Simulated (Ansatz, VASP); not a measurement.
**One calculation of As, two programs**

The input POSCAR:

```
As
1.0
    2.7036817444      0.0000000000      0.0000000000
    0.0000000000      2.7036817444      0.0000000000
    0.0000000000      0.0000000000      2.7036817444
As
1
Direct
    0.5000000000      0.5000000000      0.5000000000
```

Contents of INCAR.step1:

```
SYSTEM = As
ALGO = Normal ; EDIFF = 1E-4
ENCUT = 600 ; GGA = PE
ISMEAR = 0 ; LASPH = .TRUE.
LCHARG = .FALSE. ; LREAL = .FALSE.
LWAVE = .TRUE. ; NELM = 100
PREC = Accurate ; SIGMA = 0.1
```

Contents of INCAR.step2:

```
SYSTEM = As
ALGO = Normal ; EDIFF = 1E-6
EDIFFG = -0.005 ; ENCUT = 600
IBRION = 2 ; ISIF = 3
ISMEAR = 0 ; ISTART = 1
LASPH = .TRUE. ; LCHARG = .FALSE.
LMIXTAU = .TRUE. ; LREAL = .FALSE.
LWAVE = .FALSE. ; METAGGA = R2SCAN
NELM = 100 ; NSW = 100
PREC = Accurate ; SIGMA = 0.1
```

The input KPOINTS:

```
k-points
0
G
  16 16 16
  0 0 0
```

Input for Ansatz:

```yaml
crystal:
  lattice:
    - [2.7036817444, 0.0, 0.0]
    - [0.0, 2.7036817444, 0.0]
    - [0.0, 0.0, 2.7036817444]
  atoms:
    - { symbol: As, position: [0.5, 0.5, 0.5] }
basis:
  ecutwfc: 500
kpoints:
  mp_grid: { grid: [16, 16, 16] }
hamiltonian:
  xc: r2scan
scf:
  occupations: { method: gaussian, width: 0.1 }
output:
  forces: true
  stress: true
  eigenvalues: true
relax:
  adjacent_minimum: "off"
  f_tol: 0.005
  max_steps: 80
  cell: { stress_tol: 0.05 }
```

This isn't the form of As at room conditions, which is rhombohedral.

Alike in both runs: task relaxation of cell and atoms; functional r2SCAN; k mesh 16 × 16 × 16; occupations gaussian, width 0.1 eV; no spin polarisation.

|  | VASP | Ansatz |
| --- | --- | --- |
| version | VASP 6.6.1 | Ansatz 0.2.0 |
| potentials or method | VASP PAW PBE potentials, release 64 (As) | scalar-relativistic, plane waves, PAW |
| plane-wave cutoff (eV) | 600 | 500 |
| valence electrons in the cell | 5 | 15 |

VASP gave:

```
gap on the k mesh at the Fermi level, each at its own relaxed structure (eV) : none
relaxed volume (Å³/atom)                                                     : 19.78
relaxed cell length with the largest relative difference (Å)                 : 2.704
```

Problem. What did Ansatz give for the same quantities?

Solution. gap on the k mesh at the Fermi level, each at its own relaxed structure (eV): none; relaxed volume (Å³/atom): 19.80; relaxed cell length with the largest relative difference (Å): 2.705.

A gap of «none» marks a metal or a gap that the smearing closes. The two sets of potentials don't hold the same shells in valence.

Caveats: the PAW data sets were made with another functional, which shifts forces and pressure a little (VASP).
